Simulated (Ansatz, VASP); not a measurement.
Two plane-wave programs on SiGe

Contents of INCAR:

```
SYSTEM = SiGe
ALGO = Normal
EDIFF = 1E-6
ENCUT = 520
GGA = PS
ISIF = 2
ISMEAR = 0
LASPH = .TRUE.
LCHARG = .FALSE.
LREAL = .FALSE.
LWAVE = .FALSE.
NBANDS = 26
NELM = 60
PREC = Accurate
SIGMA = 0.03
```

KPOINTS

```
k-points
0
G
  12 12 6
  0 0 0
```

File POSCAR:

```
SiGe
1.0
    3.9005968931      0.0000000000      0.0000000000
   -1.9502984466      3.3780159994      0.0000000000
    0.0000000000      0.0000000000      6.4433927721
Si Ge
2 2
Direct
    0.6666666667      0.3333333333      0.8745463420
    0.3333333333      0.6666666667      0.3745463420
    0.6666666667      0.3333333333      0.5237323191
    0.3333333333      0.6666666667      0.0237323191
```

Input for Ansatz:

```yaml
crystal:
  lattice:
    - [3.9005968931, 0.0, 0.0]
    - [-1.9502984466, 3.3780159994, 0.0]
    - [0.0, 0.0, 6.4433927721]
  atoms:
    - { symbol: Si, position: [0.6666666667, 0.3333333333, 0.874546342] }
    - { symbol: Si, position: [0.3333333333, 0.6666666667, 0.374546342] }
    - { symbol: Ge, position: [0.6666666667, 0.3333333333, 0.5237323191] }
    - { symbol: Ge, position: [0.3333333333, 0.6666666667, 0.0237323191] }
basis:
  ecutwfc: 420
kpoints:
  mp_grid: { grid: [12, 12, 6] }
hamiltonian:
  xc: pbesol
scf:
  occupations: { method: gaussian, width: 0.03 }
output:
  forces: true
  stress: true
  eigenvalues: true
```

Change from the starting cell: all Ge atoms moved +0.150 Å, as atom 3 along Cartesian [0 0 1].

Alike in both runs: task single point; functional PBEsol; k mesh 12 × 12 × 6; occupations gaussian, width 0.03 eV; no spin polarisation.

|  | VASP | Ansatz |
| --- | --- | --- |
| version | VASP 6.6.1 | Ansatz 0.2.0 |
| potentials or method | VASP PAW PBE potentials, release 64 (Si, Ge_d) | scalar-relativistic, plane waves, PAW |
| plane-wave cutoff (eV) | 520 | 420 |
| valence electrons in the cell | 36 | 36 |

Ansatz gave:

```
gap on the k mesh at the Fermi level (eV)       : none
pressure (GPa)                                  : 0.6
largest component of the traceless stress (GPa) : 6.98
rms of the force components (eV/Å)              : 1.264
```

Which values does VASP return?

gap on the k mesh at the Fermi level (eV): none; pressure (GPa): 0.6; largest component of the traceless stress (GPa): 6.94; rms of the force components (eV/Å): 1.260.

Atom by atom the forces differ by 0.003 eV/Å (rms over components). A gap of «none» marks a metal or a gap that the smearing closes. With one functional, cell and mesh, what is left measures potentials, basis and numerics.

Caveats: the PAW data sets were made with another functional, which shifts forces and pressure a little (VASP).
